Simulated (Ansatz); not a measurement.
# Ti (Fm-3m) in Ansatz: convergence with basis error

Aim: find how far basis error must go before the results for Ti settle, at PBEsol. This setting moves, with any that are tied to it; all else stays.

Program: Ansatz 0.2.0. These are calculated values, not measurements. Logs are shortened: lines on timing, memory, paths and dates and some standing lists are left out, and cuts for length are marked.

## 1. The structure

It takes space group Fm-3m (No. 225, cubic). The conventional cell has a = 4.060 Å, b = 4.060 Å, c = 4.060 Å, α = 90.00°, β = 90.00°, γ = 90.00°. Around Ti (site symmetry m-3m) lie 12 Ti at 2.87 Å.

This isn't the form of Ti at room conditions, which is hcp.

## 2. With basis error 0.03 eV/atom

Contents of input.yaml:

```yaml
crystal:
  lattice:
    - [0.0, 2.03, 2.03]
    - [2.03, 0.0, 2.03]
    - [2.03, 2.03, 0.0]
  atoms:
    - { symbol: Ti, position: [0.0, 0.0, 0.0] }
kpoints:
  mp_grid: { grid: [11, 11, 11] }
scf:
  occupations: { method: fermi_dirac, width: 0.05 }
hamiltonian:
  xc: pbesol
  pseudopotentials: { kind: all_electron, lapw: { basis_error: 0.03 } }
output:
  forces: true
  stress: true
  eigenvalues: true
```

Potentials or basis: all-electron LAPW, scalar-relativistic.

Run with:

```
> ansatz run input.yaml --threads 1 --pin off --max-ram 3072MiB --backend cpu --events-out ev --progress --plain --runs-dir out
```

Wall time 1.6 s (1 thread of Arm Neoverse V1, shared host); peak memory 0.19 GiB.

What came out:

- Free energy: -23207.5242 eV
- Pressure: -0.5 GPa
- Band gap on the k mesh: none (metal or under the smearing width)

## 3. With basis error 0.01 eV/atom

input.yaml, as its differences from that of step 2:

```diff
@@ -13,3 +13,3 @@
   xc: pbesol
-  pseudopotentials: { kind: all_electron, lapw: { basis_error: 0.03 } }
+  pseudopotentials: { kind: all_electron, lapw: { basis_error: 0.01 } }
 output:
```

Potentials or basis: all-electron LAPW, scalar-relativistic.

Run with:

```
> ansatz run input.yaml --threads 1 --pin off --max-ram 3072MiB --backend cpu --events-out ev --progress --plain --runs-dir out
```

Wall time 2 s (1 thread of Arm Neoverse V1, shared host); peak memory 0.2 GiB.

Results:

```yaml
Free_energy: -23207.5256 eV
Pressure: -0.5 GPa
Band_gap_on_the_k_mesh: none (metal or under the smearing width)
```

## 4. With basis error 0.003 eV/atom

input.yaml, as its differences from that of step 3:

```diff
@@ -13,3 +13,3 @@
   xc: pbesol
-  pseudopotentials: { kind: all_electron, lapw: { basis_error: 0.01 } }
+  pseudopotentials: { kind: all_electron, lapw: { basis_error: 0.003 } }
 output:
```

Run with:

```
> ansatz run input.yaml --threads 1 --pin off --max-ram 3072MiB --backend cpu --events-out ev --progress --plain --runs-dir out
```

Wall time 2.4 s (1 thread of Arm Neoverse V1, shared host); peak memory 0.21 GiB.

Results:

* Free energy: -23207.5261 eV
* Pressure: -0.5 GPa
* Band gap on the k mesh: none (metal or under the smearing width)

## 5. With basis error 0.001 eV/atom

input.yaml, as its differences from that of step 4:

```diff
@@ -13,3 +13,3 @@
   xc: pbesol
-  pseudopotentials: { kind: all_electron, lapw: { basis_error: 0.003 } }
+  pseudopotentials: { kind: all_electron, lapw: { basis_error: 0.001 } }
 output:
```

Run with:

```
> ansatz run input.yaml --threads 1 --pin off --max-ram 3072MiB --backend cpu --events-out ev --progress --plain --runs-dir out
```

It took 2.9 s on 1 thread of Arm Neoverse V1, shared host; peak memory 0.22 GiB.

What came out:

| Quantity | Value |
| --- | --- |
| Free energy | -23207.5262 eV |
| Pressure | -0.5 GPa |
| Band gap on the k mesh | none (metal or under the smearing width) |

## 6. With basis error 0.0003 eV/atom

input.yaml, as its differences from that of step 5:

```diff
@@ -13,3 +13,3 @@
   xc: pbesol
-  pseudopotentials: { kind: all_electron, lapw: { basis_error: 0.001 } }
+  pseudopotentials: { kind: all_electron, lapw: { basis_error: 0.0003 } }
 output:
```

Potentials or basis: all-electron LAPW, scalar-relativistic.

Run with:

```
> ansatz run input.yaml --threads 1 --pin off --max-ram 3072MiB --backend cpu --events-out ev --progress --plain --runs-dir out
```

Run time: 3.7 s. Hardware: 1 thread of Arm Neoverse V1, shared host; peak memory 0.24 GiB.

The run converged. Its results:

```yaml
Free_energy: -23207.5263 eV
Pressure: -0.5 GPa
Band_gap_on_the_k_mesh: none (metal or under the smearing width)
```

## 7. With basis error 0.0001 eV/atom

input.yaml, as its differences from that of step 6:

```diff
@@ -13,3 +13,3 @@
   xc: pbesol
-  pseudopotentials: { kind: all_electron, lapw: { basis_error: 0.0003 } }
+  pseudopotentials: { kind: all_electron, lapw: { basis_error: 0.0001 } }
 output:
```

Potentials or basis: all-electron LAPW, scalar-relativistic.

Run with:

```
> ansatz run input.yaml --threads 1 --pin off --max-ram 3072MiB --backend cpu --events-out ev --progress --plain --runs-dir out
```

The log of the run:

```text
Warning: RAYON_NUM_THREADS=1 ignored (pool sized by the plan → 1); use --threads N
LAPW: plane waves up to 8.627 Å⁻¹, error target 1.0e-4 eV per atom; small_component_spin mean_spin; Ti in spheres of 1.435 Å, 12 of its electrons in bands, Dirac shells [] (how accurate: hamiltonian.pseudopotentials.lapw.basis_error, Limitations)
Engine: ansatz 0.2.0, aarch64-unknown-linux-gnu
Pseudopotentials: kind: all_electron
Pseudopotential: Ti, LAPW, valence charge 12, lapw/all_electron/scalar/gaussian/Ti, Koelling and Harmon's equation, gaussian nucleus
Functional definition: PBEsol
  exchange = pbesol_x
  correlation = pbesol_c
Crystal: 1 atoms, lattice volume = 16.731 Å³
Basis set: ecut = 283.5836853753002 eV, 169 PW (Γ), exchange–correlation at level 2
Bands: 10, of which v1, the nominal top of the filled ones, is band 6 counted from 1 (5 counted from 0)
Symmetry: 48 space group operations
Space group: Fm-3m (ITA 225), of the structure as read, at distance tolerance 2.6e-5 Å
k-points: 56 of 1331
Non-local potential: Ti, projectors of the file, none
Initial density: superposition of atomic densities (chi_scale 0.1, normalization cell)
Initial wavefunctions: plane waves of lowest kinetic energy (no species holds an atomic orbital)
Functional: x = pbesol(κ = 0.804, μ = 0.12345679012345678), c = pbesol(β = 0.046)
iter 1 solved again at ethr=3.97e-4 eV; its pass at ethr=1.00e-1 eV (dr2=4.76e-2 eV) is discarded
SCF iter   1: F=—  HF=-23207.704927 eV  |F-HF|=—  |Δ(HF+E_count)|=         —  Δρ=2.17e-2  dr2=4.83e-2  ethr=3.97e-4  ⟨swp⟩=2.9  Hψ=4157  notcnv=0
preconditioner: auto → none  [metal: Δε(μ)=0.036 eV  Ē_g=4.669 eV  σ=0.050 eV  W_gap=0.18  n_scr=0 (ndim 8)  ℏωp=18.2 eV  f_vac=0.000  D(μ)=1.42/eV (n_scr^D=14)]
iter 2 solved again at ethr=1.33e-5 eV; its pass at ethr=3.97e-4 eV (dr2=1.60e-3 eV) is discarded
SCF iter   2: F=—  HF=-23207.541451 eV  |F-HF|=—  |Δ(HF+E_count)|=   1.63e-1  Δρ=3.48e-3  dr2=1.60e-3  ethr=1.33e-5  ⟨swp⟩=2.0  Hψ=3010  notcnv=0
SCF iter   3: F=—  HF=-23207.526433 eV  |F-HF|=—  |Δ(HF+E_count)|=         —  Δρ=3.13e-3  dr2=8.97e-4  ethr=1.33e-5  ⟨swp⟩=2.8  Hψ=1845  notcnv=0
the basis was enlarged: its passes take 716.7 KiB over the memory plan, 1 of 1 planned eigensolver slots
SCF iter   4: F=—  HF=-23207.526270 eV  |F-HF|=—  |Δ(HF+E_count)|=   1.63e-4  Δρ=2.18e-4  dr2=4.27e-6  ethr=7.48e-6  ⟨swp⟩=2.0  Hψ=1638  notcnv=0
SCF iter   5: F=—  HF=-23207.526271 eV  |F-HF|=—  |Δ(HF+E_count)|=   3.81e-7  Δρ=3.34e-5  dr2=1.64e-7  ethr=3.56e-8  ⟨swp⟩=2.0  Hψ=1638  notcnv=0
SCF iter   6: F=-23207.526271 eV  HF=-23207.526271 eV  |F-HF|=1.16e-10  |Δ(HF+E_count)|=   7.27e-8  Δρ=1.54e-6  dr2=4.08e-10  ethr=1.36e-9  ⟨swp⟩=2.0  Hψ=1639  notcnv=0
SCF 1 converged in 6 iterations: F = -23207.526271 eV  dr2 = 4.08e-10
SCF converged after 6 iterations
Free energy (F): -23207.526271 eV
Harris-Foulkes:  -23207.526271 eV  (|F-HF|=1.16e-10)
Internal energy: -23207.515138 eV  (E = F + TS)
E sigma→0 (E₀):  -23207.520704 eV
Entropy (-TS):   -0.011133 eV (-11.133 meV/atom)
Fermi energy:    14.166922 eV
--- Per-component energies (eV) ---
  E_band       = -144.539208
  E_kinetic    = 23428.293520
  E_xc         = -1121.905550
  E_electrostatic = -45513.903108  (all electrons and nuclei)
  E_smearing   = -0.011133  (= −TS)
  E_closure    = 0.000000  (closes the sum)
  E_atoms      = -23200.354998  (free atoms, spherical and without spin; not in F)
  Σ components = -23207.526271   (vs F -23207.526271, Δ=0.00e0)
  Basis errors (estimates in eV, not in F): energy 1.1e-5 per atom: plane waves 6.7e-6 (3.4e-6 summed), levels above the bands 4.5e-70, relativity 1.9e-9, radial functions 4.4e-6, core shells 3.1e-8; eigenvalues (radial functions only) 1.3e-7; not estimated: angular momenta, meshes, grids; target (lapw.basis_error) 1.0e-4; muffin-tin radii Ti 1.435 Å
--- Forces (eV/Å), atoms counted from 1 ---
  atom   1  Ti    -0.00000000     0.00000000     0.00000000
  max |Σ_I F_I| component: 9.04e-32 eV/Å
--- Stress (GPa, compression-positive) ---
       -0.545636       0.000000       0.000000
        0.000000      -0.545636       0.000000
        0.000000       0.000000      -0.545636
  P = ⅓ Tr σ = -0.5456 GPa (-5.456 kbar)
--- Band table (eV; the first three rows and the last of 56) ---
  k-point 0: bands = ["-42.1912", "-18.1172", "-18.1172", "-18.1172", "8.0068", "15.0790", "15.0790", "15.0790", "16.7960", "16.7960"]
  k-point 1: bands = ["-42.1797", "-18.1807", "-18.1251", "-18.1251", "8.2817", "14.9088", "15.1767", "15.1767", "16.7343", "16.7343"]
  k-point 2: bands = ["-42.1487", "-18.3490", "-18.1461", "-18.1461", "9.0501", "14.5175", "15.3486", "15.3486", "16.6936", "16.6936"]
  k-point 55: bands = ["-41.9981", "-18.6378", "-18.5963", "-18.3806", "12.5805", "13.4844", "14.0390", "16.4353", "18.1388", "22.6059"]
```

Run time: 4.5 s. Hardware: 1 thread of Arm Neoverse V1, shared host; peak memory 0.26 GiB.

What came out:

```yaml
Free_energy: -23207.5263 eV
Pressure: -0.5 GPa
Band_gap_on_the_k_mesh: none (metal or under the smearing width)
```

## 8. The series at a glance

```csv
basis error,"energy less the tightest run, at zero smearing (meV/atom)",SCF cycles,CPU time (s),peak memory (GiB)
0.03 eV/atom,2.04,6,1.6,0.19
0.01 eV/atom,0.63,6,2,0.2
0.003 eV/atom,0.16,6,2.4,0.21
0.001 eV/atom,0.06,6,2.9,0.22
0.0003 eV/atom,0.01,6,3.7,0.24
0.0001 eV/atom,0.00,6,4.5,0.26
```

Against the tightest run, the energy stays within 1 meV/atom from 0.01 eV/atom on. The tightest run that finished is the yardstick and may itself not be fully converged.
